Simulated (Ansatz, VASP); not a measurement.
# KBr in VASP and in Ansatz

Contents of POSCAR:

```
KBr
1.0
    0.0000000000      3.0291000000      3.2925000000
    3.0291000000      0.0000000000      3.2925000000
    3.0291000000      3.0291000000      0.0000000000
K Br
1 1
Direct
    0.0000000000      0.0000000000      0.0000000000
    0.5000000000      0.5000000000      0.5000000000
```

File INCAR.step1:

```
ALGO = Normal
EDIFF = 1E-4
ENCUT = 520
GGA = PE
ISMEAR = 0
LASPH = T
LCHARG = F
LREAL = F
LWAVE = T
NBANDS = 15
NELM = 100
PREC = Accurate
SIGMA = 0.05
```

INCAR.step2

```
ALGO = Normal
EDIFF = 1E-6
ENCUT = 520
ISIF = 2
ISMEAR = 0
ISTART = 1
LASPH = T
LCHARG = T
LELF = T
LMIXTAU = T
LREAL = F
LVHAR = T
LWAVE = F
METAGGA = R2SCAN
NBANDS = 15
NELM = 100
PREC = Accurate
SIGMA = 0.05
```

KPOINTS

```
k-points
0
Gamma
  6 6 6
```

Input for Ansatz:

```yaml
crystal:
  lattice:
    - [0.0, 3.0291, 3.2925]
    - [3.0291, 0.0, 3.2925]
    - [3.0291, 3.0291, 0.0]
  atoms:
    - { symbol: K, position: [0.0, 0.0, 0.0] }
    - { symbol: Br, position: [0.5, 0.5, 0.5] }
basis:
  ecutwfc: 500
kpoints:
  mp_grid: { grid: [6, 6, 6] }
hamiltonian:
  xc: r2scan
scf:
  occupations: { method: gaussian, width: 0.05 }
output:
  forces: true
  stress: true
  eigenvalues: true
```

Change from the starting cell: strain -0.080 along x and y, +0.000 along z, atoms carried along.

Alike in both runs: task single point; functional r2SCAN; k mesh 6 × 6 × 6; occupations gaussian, width 0.05 eV; no spin polarisation.

```csv
,VASP,Ansatz
version,VASP 6.6.1,Ansatz 0.2.0
potentials or method,"VASP PAW PBE potentials, release 64 (K_sv, Br)","scalar-relativistic, plane waves, PAW"
plane-wave cutoff (eV),520,500
valence electrons in the cell,16,16
```

```csv
,VASP,Ansatz,Ansatz less VASP
gap on the k mesh at the Fermi level (eV),5.53,5.53,-0.002
least direct gap on the mesh (eV),5.53,5.53,-0.002
pressure (GPa),5.0,4.9,-0.05
largest component of the traceless stress (GPa),3.96,3.91,-0.045
```

The functional is the same, so the differences come from potentials, cutoffs and numerics.

Caveats: the PAW data sets were made with another functional, which shifts forces and pressure a little (VASP). A k mesh can miss the band edges.
